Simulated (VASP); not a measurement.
AlN:

```
Al N
1.0
     3.11310    0.00000    0.00000
    -1.55655    2.69603    0.00000
     0.00000    0.00000    4.98181
Al N
2 2
Cartesian
  0.0000 1.7974 4.9768
  1.5566 0.8987 2.4859
  0.0000 1.7974 1.8981
  1.5566 0.8987 4.3890
```

Base run:

* Program: VASP 6.6.1
* Functional: HSE06
* Potentials or basis: VASP PAW PBE potentials, release 64 (Al, N)
* Cutoff: 520 eV
* k mesh: 6 × 6 × 4
* Occupations: gaussian, width 0.03 eV
* Spin: no spin polarisation

Its results: band gap on the k mesh 5.56 eV, direct; pressure -1.8 GPa.

Task: The run is repeated on the same cell with these changes: functional from HSE06 to PBE. What comes out?

Result: Band gap on the k mesh 4.19 eV, direct; pressure 3.4 GPa.

HSE06 gives the wider gap, since exact exchange removes part of the self-interaction.

Caveats: the PAW data sets were made with another functional, which shifts forces and pressure a little (some runs).
